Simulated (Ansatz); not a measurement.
Crystal: Re.

```
Re
1.0
     2.76080    0.00000    0.00000
    -1.38040    2.39092    0.00000
     0.00000    0.00000    4.45820
Re
2
Direct
  0.66667 0.33333 0.75000
  0.33333 0.66667 0.25000
```

- Program: Ansatz 0.2.0
- Task: relaxation of cell and atoms
- Functional: RPBE
- Dispersion: D3(BJ)
- Potentials or basis: Ansatz PAW
- Cutoff: 420 eV (not typed: the program's choice for these potentials)
- k mesh: 11 × 11 × 6
- Occupations: fermi-dirac, width 0.05 eV
- Spin: no spin polarisation

At the start: volume 14.71 Å³/atom.

Problem. Where does the relaxation end?

Solution. It ends after 6 steps and the volume is 13.43 Å³/atom (-8.7 %); space group P6_3/mmc (No. 194, to 0.05 Å).

The path:
```tsv
step	energy change (eV)	largest force (eV/Å)	volume (Å³)
1	0.0000	0.0000	29.43
2	-0.1858	0.0000	25.40
3	-0.3109	0.0000	27.08
4	-0.3138	0.0000	26.86
5	-0.3138	0.0000	26.86
6	-0.3105	0.0000	26.86
```

Final structure:
```
Re
1.0
     2.67644    0.00000    0.00000
    -1.33822    2.31786    0.00000
     0.00000    0.00000    4.32991
Re
2
Direct
  0.66667 0.33333 0.75000
  0.33333 0.66667 0.25000
```

Caveat: the plane-wave basis is chosen anew once the cell has moved, so the energies of steps on either side of that aren't comparable; pairwise dispersion overbinds metals, which lowers pressure and volume; the PAW data sets come from PBE, with cores solved anew for the run's functional, which leaves a small shift of forces and pressure.
